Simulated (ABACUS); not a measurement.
# NiO (Fm-3m) in ABACUS: further runs

One crystal, NiO, is run at these levels: PBE; tasks: band structure, equation of state.

Everything below comes from runs of ABACUS 3.10.1. Logs are shortened: lines on timing, memory, paths and dates and some standing lists are left out, and cuts for length are marked.

## Step 1: The crystal as given

The structure is cubic, space group Fm-3m (No. 225). Conventional cell: a = 4.172 Å, b = 4.172 Å, c = 4.172 Å, α = 90.00°, β = 90.00°, γ = 90.00°. Around Ni (site symmetry m-3m) lie 6 O at 2.09 Å. O (site symmetry m-3m) is surrounded by 6 Ni at 2.09 Å.

## Step 2: Band structure, PBE, collinear spin, ferromagnetic start

Contents of INPUT:

```
INPUT_PARAMETERS
suffix              NiO
calculation         nscf
basis_type          lcao
pseudo_dir          ./
orbital_dir         ./
symmetry            -1
dft_functional      pbe
ecutwfc             100.0
pseudo_rcut         10
nspin               2
nbands              14
ks_solver           genelpa
smearing_method     fd
smearing_sigma      0.00367493
scf_thr             1e-07
scf_nmax            100
mixing_type         broyden
mixing_beta         0.4
init_chg            file
out_band            1
```

Contents of STRU:

```
ATOMIC_SPECIES
Ni 58.6934 Ni_ONCV_PBE-1.2.upf
O 15.9990 O_ONCV_PBE-1.2.upf

NUMERICAL_ORBITAL
Ni_confined-atom_7au_2s1p1d.orb
O_confined-atom_6au_1s1p.orb

LATTICE_CONSTANT
1.8897261246

LATTICE_VECTORS
0.0000000000 2.0859016400 2.0859016400
2.0859016400 0.0000000000 2.0859016400
2.0859016400 2.0859016400 0.0000000000

ATOMIC_POSITIONS
Direct

Ni
0.0
1
0.0000000000 0.0000000000 0.0000000000 1 1 1 mag 1

O
0.0
1
0.5000000000 0.5000000000 0.5000000000 1 1 1 mag 0
```

Contents of KPT:

```
K_POINTS
12
Line
0.00000000 0.00000000 0.00000000 10 // G
0.50000000 0.00000000 0.50000000 10 // X
0.50000000 0.25000000 0.75000000 10 // W
0.37500000 0.37500000 0.75000000 10 // K
0.00000000 0.00000000 0.00000000 10 // G
0.50000000 0.50000000 0.50000000 10 // L
0.62500000 0.25000000 0.62500000 10 // U
0.50000000 0.25000000 0.75000000 10 // W
0.50000000 0.50000000 0.50000000 10 // L
0.37500000 0.37500000 0.75000000 1 // K
0.62500000 0.25000000 0.62500000 10 // U
0.50000000 0.00000000 0.50000000 1 // X
```

Potentials or basis: SG15 ONCV 1.2 PBE, SZ LCAO (the cutoffs set its grid).

Run with:

```console
$ OMP_NUM_THREADS=1 mpirun -np 4 abacus > log
```

running log:

```text
ABACUS v3.10.1

               Atomic-orbital Based Ab-initio Computation at UStc

 ------------------------------------------------------------------------------------

 READING GENERAL INFORMATION
                           global_out_dir = OUT.NiO/
                           global_in_card = INPUT
                               pseudo_dir = ./
[... 8 lines left out ...]

 READING ATOM TYPE 1
                               atom label = Ni
                      L=0, number of zeta = 2
                      L=1, number of zeta = 1
                      L=2, number of zeta = 1
             number of atom for this type = 1
               magnetization of element 1 = 1

 READING ATOM TYPE 2
                               atom label = O
                      L=0, number of zeta = 1
                      L=1, number of zeta = 1
             number of atom for this type = 1
               magnetization of element 2 = 0

                        TOTAL ATOM NUMBER = 2
DIRECT COORDINATES
    atom                   x                   y                   z     mag                  vx                  vy                  vz
taud_Ni1            0.0000000000        0.0000000000        0.0000000000  1.0000        0.0000000000        0.0000000000        0.0000000000
taud_O1            0.5000000000        0.5000000000        0.5000000000  0.0000        0.0000000000        0.0000000000        0.0000000000

                          Volume (Bohr^3) = 122.492
                             Volume (A^3) = 18.1514

 Lattice vectors: (Cartesian coordinate: in unit of a_0)
                   +0             +2.0859             +2.0859
              +2.0859                  +0             +2.0859
              +2.0859             +2.0859                  +0
 Reciprocal vectors: (Cartesian coordinate: in unit of 2 pi/a_0)
            -0.239704           +0.239704           +0.239704
            +0.239704           -0.239704           +0.239704
            +0.239704           +0.239704           -0.239704
 The esolver type has been set to : ksdft_lcao

                PAO radial cut off (Bohr) = 10

 Read in pseudopotential file is Ni_ONCV_PBE-1.2.upf
                     pseudopotential type = NC
          exchange-correlation functional = PBE
                 nonlocal core correction = 0
                        valence electrons = 18
                                     lmax = 2
                           number of zeta = 0
                     number of projectors = 6
                           L of projector = 0
[... 5 lines left out ...]
                PAO radial cut off (Bohr) = 10

 Read in pseudopotential file is O_ONCV_PBE-1.2.upf
                     pseudopotential type = NC
          exchange-correlation functional = PBE
                 nonlocal core correction = 0
                        valence electrons = 6
                                     lmax = 1
                           number of zeta = 0
                     number of projectors = 4
                           L of projector = 0
                           L of projector = 0
                           L of projector = 1
                           L of projector = 1
     initial pseudo atomic orbital number = 0
 The readin total magnetization is 1

 SETUP THE ELECTRONS NUMBER
            electron number of element Ni = 18
      total electron number of element Ni = 18
             electron number of element O = 6
       total electron number of element O = 6
            AUTOSET number of electrons:  = 24
                           occupied bands = 12
                                   NLOCAL = 14
                                   NBANDS = 14
                                   NBANDS = 14
                                   NLOCAL = 14

%%%%%%%%%%%%%%%%%%%%%%%%%%%%%%%%%%%%%%%%%%%%%%%%%%%%%%%%%%%%%%%%%%%%%%%%%%%%%%%%%%%%%%%%%%%%%%%%%%%%%%%%%%
 Warning: the number of valence electrons in pseudopotential > 10 for Ni: [Ar] 3d8 4s2
 Pseudopotentials with additional electrons can yield (more) accurate outcomes, but may be less efficient.
 If you're confident that your chosen pseudopotential is appropriate, you can safely ignore this warning.
%%%%%%%%%%%%%%%%%%%%%%%%%%%%%%%%%%%%%%%%%%%%%%%%%%%%%%%%%%%%%%%%%%%%%%%%%%%%%%%%%%%%%%%%%%%%%%%%%%%%%%%%%%

 SETUP THE PLANE WAVE BASIS
 energy cutoff for charge/potential (unit:Ry) = 400
            fft grid for charge/potential = [ 36, 36, 36 ]
                        fft grid division = [ 3, 3, 3 ]
        big fft grid for charge/potential = [ 12, 12, 12 ]
                                     nbxx = 432
                                     nrxx = 11664

 SETUP PLANE WAVES FOR CHARGE/POTENTIAL
                    number of plane waves = 16529
                         number of sticks = 847

 PARALLEL PW FOR CHARGE/POTENTIAL
     PROC   COLUMNS(POT)             PW
        1            212           4133
        2            212           4134
        3            211           4129
        4            212           4133
 --------------- sum -------------------
        4            847          16529
                            number of |g| = 211
                                  max |g| = 36.0838
                                  min |g| = 0.172375

----------- Double Check Mixing Parameters Begin ------------
mixing_type: broyden
mixing_beta: 0.4
mixing_gg0: 1
mixing_gg0_min: 0.1
mixing_beta_mag: 1.6
mixing_gg0_mag: 0
mixing_ndim: 8
----------- Double Check Mixing Parameters End ------------

 SETUP K-POINTS
                                    nspin = 2
                                   nkstot = 102
K-POINTS DIRECT COORDINATES
 KPOINTS    DIRECT_X    DIRECT_Y    DIRECT_Z  WEIGHT
       1  0.00000000  0.00000000  0.00000000  1.0000
       2  0.05000000  0.00000000  0.05000000  1.0000
       3  0.10000000  0.00000000  0.10000000  1.0000
       4  0.15000000  0.00000000  0.15000000  1.0000
       5  0.20000000  0.00000000  0.20000000  1.0000
       6  0.25000000  0.00000000  0.25000000  1.0000
[... 22 lines left out ...]
      29  0.40000000  0.35000000  0.75000000  1.0000
      30  0.38750000  0.36250000  0.75000000  1.0000
[... 72 further k points ...]

           k-point number in this process = 102
       minimum distributed K point number = 102
                             nks(nspin=2) = 204
                          nkstot(nspin=2) = 204

[... K-POINTS CARTESIAN COORDINATES: 204 rows ...]

[... K-POINTS DIRECT COORDINATES: 204 rows ...]

 SETUP PLANE WAVES FOR WAVE FUNCTIONS
     energy cutoff for wavefunc (unit:Ry) = 100
              fft grid for wave functions = [ 36, 36, 36 ]
                    number of plane waves = 2685
                         number of sticks = 253

 PARALLEL PW FOR WAVE FUNCTIONS
     PROC   COLUMNS(POT)             PW
        1             63            671
        2             63            671
        3             64            673
        4             63            670
 --------------- sum -------------------
        4            253           2685

 SET NONLOCAL PSEUDOPOTENTIAL PROJECTORS
 SET NONLOCAL PSEUDOPOTENTIAL PROJECTORS
 max number of nonlocal projetors among all species is 6

 -------------------------------------------
 NONSELF-CONSISTENT
 -------------------------------------------

 SETUP SEARCHING RADIUS FOR PROGRAM TO SEARCH ADJACENT ATOMS
                  longest orb rcut (Bohr) = 7
   longest nonlocal projector rcut (Bohr) = 2.3
                     search radius (Bohr) = 18.6
              searching radius is (Bohr)) = 18.6
         searching radius unit is (Bohr)) = 1.89
                         PeriodicBoundary = 1
                        Radius(unit:lat0) = 9.84
                                   glayer = [ 6, 6, 6 ]
                             glayer_minus = [ 5, 5, 5 ]

Find the coordinate range of the input atom(unit:lat0).
                                  min_tau = [ -20.9, -20.9, -20.9 ]
                                  max_tau = [ 22.9, 22.9, 22.9 ]
                                BoxNumber = [ 11, 11, 11 ]

 SETUP EXTENDED REAL SPACE GRID FOR GRID INTEGRATION
                          real space grid = [ 36, 36, 36 ]
                 big cell numbers in grid = [ 12, 12, 12 ]
             meshcell numbers in big cell = [ 3, 3, 3 ]
                        extended fft grid = [ 19, 19, 19 ]
                dimension of extened grid = [ 51, 51, 51 ]
                            UnitCellTotal = 125
              Atom number in sub-FFT-grid = 2
    Local orbitals number in sub-FFT-grid = 14
                                ParaV.nnr = 4417
                                 init_chg = file
 try to read charge from file
 Read in the charge density: OUT.NiO//NiO-CHARGE-DENSITY.restart

 LCAO ALGORITHM --------------- ION=   1  ELEC=   1--------------------------------
[... levels at 204 k points of this process ...]

          total magnetism (Bohr mag/cell) = -1.98432e-07
       absolute magnetism (Bohr mag/cell) = 3.06179e-07
                        nelec for spin up = 12.0000
                      nelec for spin down = 12.0000

 Density error is 0.00000000000
----------------------------------------------------------
     Energy           Rydberg                 eV
----------------------------------------------------------
 E_KohnSham     -339.9228708317      -4624.8879238295
 E_KS(sigma->0) -339.9226099073      -4624.8843737712
 E_Harris       -339.9228708317      -4624.8879238295
 E_band         -17.4219799431       -237.0381976685
 E_one_elec     -157.4678235678      -2142.4596521813
 E_Hartree      94.8089941466        1289.9425420429
 E_xc           -38.0402118918       -517.5636348561
 E_Ewald        -239.2233076699      -3254.8000787184
 E_entropy(-TS) -0.0005218488        -0.0071001166
 E_descf        0.0000000000         0.0000000000
 E_exx          0.0000000000         0.0000000000
 E_Fermi        1.2812987033         17.4329632052
----------------------------------------------------------

 charge density convergence is achieved
 final etot is -4624.8879238 eV
 EFERMI = 17.432963205 eV

 STATE ENERGY(eV) AND OCCUPATIONS    NSPIN == 2
SPIN UP :
 1/102 kpoint (Cartesian) = 0.0000 0.0000 0.0000 (525 pws)
       1       -84.0812     0.00980392
       2       -44.9887     0.00980392
       3       -44.9887     0.00980392
       4       -44.9887     0.00980392
       5       -3.32832     0.00980392
       6        14.7507     0.00980392
       7        14.7507     0.00980392
       8        14.7507     0.00980392
       9        15.8250     0.00980392
      10        15.8250     0.00980392
      11        15.8250     0.00980392
      12        16.0800     0.00980392
      13        16.0800     0.00980392
      14        18.5648    1.44718e-12

 2/102 kpoint (Cartesian) = 0.0000 0.023970 0.0000 (525 pws)
       1       -84.0811     0.00980392
       2       -44.9895     0.00980392
       3       -44.9891     0.00980392
       4       -44.9891     0.00980392
       5       -3.28296     0.00980392
       6        14.1590     0.00980392
       7        14.6192     0.00980392
       8        14.6192     0.00980392
       9        15.8016     0.00980392
      10        15.9620     0.00980392
      11        15.9620     0.00980392
      12        16.0896     0.00980392
      13        16.4219     0.00980392
      14        18.8996    1.78633e-15
[... 33 lines left out ...]
 5/102 kpoint (Cartesian) = 0.0000 0.095882 0.0000 (516 pws)
       1       -84.0795     0.00980392
       2       -45.0008     0.00980392
       3       -44.9939     0.00980392
       4       -44.9939     0.00980392
       5       -2.68359     0.00980392
       6        11.3865     0.00980392
       7        13.8438     0.00980392
       8        13.8438     0.00980392
       9        15.4976     0.00980392
      10        16.2164     0.00980392
      11        16.7649     0.00980391
      12        16.7649     0.00980391
      13        17.1430     0.00977430
      14        21.9967    2.24489e-42

 6/102 kpoint (Cartesian) = 0.0000 0.11985 0.0000 (515 pws)
       1       -84.0789     0.00980392
       2       -45.0064     0.00980392
       3       -44.9962     0.00980392
       4       -44.9962     0.00980392
       5       -2.39528     0.00980392
       6        10.7695     0.00980392
       7        13.6694     0.00980392
       8        13.6694     0.00980392
       9        15.3531     0.00980392
      10        16.2777     0.00980392
      11        16.9222     0.00980356
      12        16.9222     0.00980356
      13        17.2544     0.00953587
      14        22.9375    1.51211e-50

[... levels at 198 further k points ...]

 --------------------------------------------
 !FINAL_ETOT_IS -4624.887923829479 eV
 --------------------------------------------

 Output bands in file: OUT.NiO/BANDS_1.dat

 Output bands in file: OUT.NiO/BANDS_2.dat
```

Wall time 0.59 s (4 MPI ranks of Intel Xeon Platinum 8375C at 2.90GHz (Ice Lake), shared host); peak memory 0.36 GiB.

The run converged, but some of its settings lie outside the range that counts as converged, so its numbers aren't taken as properties of the crystal.

Caveat: the atomic orbitals were generated for these runs and aren't a published set; the density is read from an earlier self-consistent run, whose mesh may be coarse; the basis of atomic orbitals isn't converged, which shifts pressures, moduli and gaps.

## Step 3: Equation of state, PBE, collinear spin, ferromagnetic start, 8.53 Å³/atom (volume scaled by 0.94)

Contents of INPUT:

```
INPUT_PARAMETERS
suffix              NiO
calculation         scf
basis_type          lcao
pseudo_dir          ./
orbital_dir         ./
symmetry            1
dft_functional      pbe
ecutwfc             100
pseudo_rcut         10
nspin               2
nbands              14
ks_solver           genelpa
smearing_method     fd
smearing_sigma      0.00367493
scf_thr             1e-07
scf_nmax            100
mixing_type         broyden
mixing_beta         0.4
cal_force           1
cal_stress          1
out_mul             1
```

Contents of STRU:

```
ATOMIC_SPECIES
Ni 58.6934 Ni_ONCV_PBE-1.2.upf
O 15.9990 O_ONCV_PBE-1.2.upf

NUMERICAL_ORBITAL
Ni_confined-atom_7au_2s1p1d.orb
O_confined-atom_6au_1s1p.orb

LATTICE_CONSTANT
5.4607250304

LATTICE_VECTORS
0.0000000000 0.7071067812 0.7071067812
0.7071067812 0.0000000000 0.7071067812
0.7071067812 0.7071067812 0.0000000000

ATOMIC_POSITIONS
Cartesian

Ni
0.0
1
0.0000000000 0.0000000000 0.0000000000 1 1 1 mag 1

O
0.0
1
0.7071067812 0.7071067812 0.7071067812 1 1 1 mag 0
```

Contents of KPT:

```
K_POINTS
0
Gamma
10 10 10 0 0 0
```

Potentials or basis: SG15 ONCV 1.2 PBE, SZ LCAO (the cutoffs set its grid).

Run with:

```console
$ OMP_NUM_THREADS=1 mpirun -np 4 abacus > log
```

Wall time 5.6 s (4 MPI ranks of Intel Xeon Platinum 8375C at 2.90GHz (Ice Lake), shared host); peak memory 0.4 GiB.

These settings aren't checked as converged: the numbers below hold their error.

What came out:

```
Free energy            : -4625.0910 eV
Pressure               : 38.7 GPa
Band gap on the k mesh : none (metal or under the smearing width)
Net moment             : 0.00 μB per cell
Absolute moment        : 0.00 μB per cell
Mulliken charges       : Ni +0.79; O -0.79 e
```

Caveat: the atomic orbitals were generated for these runs and aren't a published set; Mulliken charges move with the basis; the basis of atomic orbitals isn't converged, which shifts pressures, moduli and gaps; semilocal functionals often make such compounds metallic where correlation or magnetic order opens a gap, which also shifts bond lengths.

## Step 4: Equation of state, PBE, collinear spin, ferromagnetic start, 8.89 Å³/atom (volume scaled by 0.98)

INPUT is that of step 3.

Edit STRU of step 3 so:

```diff
@@ -9,3 +9,3 @@
 LATTICE_CONSTANT
-5.4607250304
+5.5371086997
```

KPT is that of step 3.

Run with:

```console
$ OMP_NUM_THREADS=1 mpirun -np 4 abacus > log
```

It took 5.3 s on 4 MPI ranks of Intel Xeon Platinum 8375C at 2.90GHz (Ice Lake), shared host; peak memory 0.4 GiB.

The run converged, but some of its settings lie outside the range that counts as converged, so its numbers aren't taken as properties of the crystal.

What came out:

| Property | Result |
| --- | --- |
| Free energy | -4625.2368 eV |
| Pressure | 26.1 GPa |
| Band gap on the k mesh | none (metal or under the smearing width) |
| Net moment | 0.00 μB per cell |
| Absolute moment | 0.00 μB per cell |
| Mulliken charges | Ni +0.78; O -0.78 e |

Caveat: the atomic orbitals were generated for these runs and aren't a published set; Mulliken charges move with the basis; the basis of atomic orbitals isn't converged, which shifts pressures, moduli and gaps; semilocal functionals often make such compounds metallic where correlation or magnetic order opens a gap, which also shifts bond lengths.

## Step 5: Equation of state, PBE, collinear spin, ferromagnetic start, 9.26 Å³/atom (volume scaled by 1.02)

INPUT is that of step 4.

Edit STRU of step 4 so:

```diff
@@ -9,3 +9,3 @@
 LATTICE_CONSTANT
-5.5371086997
+5.6114411761
```

KPT is that of step 4.

Run with:

```console
$ OMP_NUM_THREADS=1 mpirun -np 4 abacus > log
```

Wall time 5.3 s (4 MPI ranks of Intel Xeon Platinum 8375C at 2.90GHz (Ice Lake), shared host); peak memory 0.4 GiB.

These settings aren't checked as converged: the numbers below hold their error.

Results:

* Free energy: -4625.3313 eV
* Pressure: 15.9 GPa
* Band gap on the k mesh: none (metal or under the smearing width)
* Net moment: 0.00 μB per cell
* Absolute moment: 0.00 μB per cell
* Mulliken charges: Ni +0.77; O -0.77 e

Caveat: the atomic orbitals were generated for these runs and aren't a published set; Mulliken charges move with the basis; the basis of atomic orbitals isn't converged, which shifts pressures, moduli and gaps; semilocal functionals often make such compounds metallic where correlation or magnetic order opens a gap, which also shifts bond lengths.

## Step 6: Equation of state, PBE, collinear spin, ferromagnetic start, 9.62 Å³/atom (volume scaled by 1.06)

INPUT is that of step 5.

Edit STRU of step 5 so:

```diff
@@ -9,3 +9,3 @@
 LATTICE_CONSTANT
-5.6114411761
+5.6838548557
```

KPT is that of step 5.

Potentials or basis: SG15 ONCV 1.2 PBE, SZ LCAO (the cutoffs set its grid).

Run with:

```console
$ OMP_NUM_THREADS=1 mpirun -np 4 abacus > log
```

Wall time 5.6 s (4 MPI ranks of Intel Xeon Platinum 8375C at 2.90GHz (Ice Lake), shared host); peak memory 0.4 GiB.

The run converged, but some of its settings lie outside the range that counts as converged, so its numbers aren't taken as properties of the crystal.

Results:

```
Free energy            : -4625.3841 eV
Pressure               : 7.6 GPa
Band gap on the k mesh : none (metal or under the smearing width)
Net moment             : 0.00 μB per cell
Absolute moment        : 0.00 μB per cell
Mulliken charges       : Ni +0.76; O -0.76 e
```

Caveat: the atomic orbitals were generated for these runs and aren't a published set; Mulliken charges move with the basis; the basis of atomic orbitals isn't converged, which shifts pressures, moduli and gaps; semilocal functionals often make such compounds metallic where correlation or magnetic order opens a gap, which also shifts bond lengths.

## Step 7: Equation of state, PBE, collinear spin, ferromagnetic start

This step only gathers the single runs of the series.

The run converged, but some of its settings lie outside the range that counts as converged, so its numbers aren't taken as properties of the crystal.

Results:

| Property | Result |
| --- | --- |
| Equilibrium volume | 10.04 Å³/atom (rough: see the caveat) |
| Bulk modulus | 162 GPa (rough) |

Caveat: the atomic orbitals were generated for these runs and aren't a published set; the minimum lies outside the volumes run; the basis of atomic orbitals isn't converged, which shifts pressures, moduli and gaps.
